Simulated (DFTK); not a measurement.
Write the native input for DFTK 0.8.2 that does the following.

```
Task                         : single point
Functional                   : PBE
Potentials or basis          : dojo.nc.sr.pbe.v0_4_1.standard.upf (PBE)
Cutoff                       : 1088 eV
k mesh                       : 7 × 7 × 7
Occupations                  : fermi-dirac, width 0.05 eV
Spin                         : no spin polarisation
Valence electrons            : Sn 14, Te 16
SCF tolerance on the density : 1e-06
```

SnTe:

```xyz
2
Lattice="0.0000 3.6111 3.6111 3.6111 0.0000 3.6111 3.6111 3.6111 0.0000" Properties=species:S:1:pos:R:3 pbc="T T T"
Te    1.8056    1.8056    1.8056
Sn    0.0000    0.0000    0.0000
```

Measurements of this composition are mostly on another form, of space group No. 225.

The input as run:

run.jl

```julia
using DFTK
using PseudoPotentialData
using Unitful, UnitfulAtomic
using LinearAlgebra, Printf
include("save.jl")
disable_threading()

# lattice vectors are the columns
lattice = austrip(1u"Å") * [           0.0       3.611146       3.611146;
                 3.611146            0.0       3.611146;
                 3.611146       3.611146            0.0]
symbols   = [:Te, :Sn]
positions = [[0.25, 0.25, 0.25],
             [0.0, 0.0, 0.0]]
pseudopotentials = PseudoFamily("dojo.nc.sr.pbe.v0_4_1.standard.upf")
elements = Dict(s => ElementPsp(s, pseudopotentials) for s in unique(symbols))
atoms    = [elements[s] for s in symbols]

build_model(lattice, positions; symmetries=true) =
    model_DFT(lattice, atoms, positions;
              functionals=PBE(),
              temperature=austrip(0.05u"eV"),
              smearing=Smearing.FermiDirac(),
              symmetries)
Ecut  = 40.0  # hartree
kgrid = [7, 7, 7]
tol   = 1e-6
to_GPa = ustrip(uconvert(u"GPa", 1u"hartree/bohr^3"))

model = build_model(lattice, positions)
basis = PlaneWaveBasis(model; Ecut, kgrid)
display(basis)
scfres = self_consistent_field(basis;
                               tol,
                               nbandsalg=AdaptiveBands(model; n_bands_converge=20))
display(scfres.energies)
@printf "Fermi level: %.6f eV\n" ustrip(auconvert(u"eV", something(scfres.εF, NaN)))
forces = compute_forces_cart(scfres)
println("Forces (eV/Å)")
for (s, f) in zip(symbols, forces)
    @printf "%-3s %12.6f %12.6f %12.6f\n" s ustrip.(auconvert.(u"eV/Å", f))...
end
stress = compute_stresses_cart(scfres)
println("Stress (GPa)")
display(round.(stress * to_GPa; digits=4))
println("Levels at the first k-point (eV): ", round.(ustrip.(auconvert.(u"eV", scfres.eigenvalues[1][1:scfres.n_bands_converge])); digits=4))
save_scf!(scfres; forces, stress)
```

Potentials or basis: dojo.nc.sr.pbe.v0_4_1.standard.upf (PBE).

Command:

```sh
$ julia --threads=1 run.jl  # save.jl only writes the numbers to a file and isn't shown; printed stress counts tension as positive; times include loading and compiling
```

Results of the run:

The pressure is 0.0 GPa. The band gap on the k mesh is 0.33 eV, indirect (least direct gap 0.83 eV).

Caveat: spin-orbit coupling is left out, which moves the levels of the heavy elements; an odd mesh through Γ misses points on the zone boundary, where band edges often lie.

It took 4.3 min on 1 thread of Intel(R) Xeon(R) 6975P-C (Granite Rapids), on a shared host, peak memory 2.2 GiB.
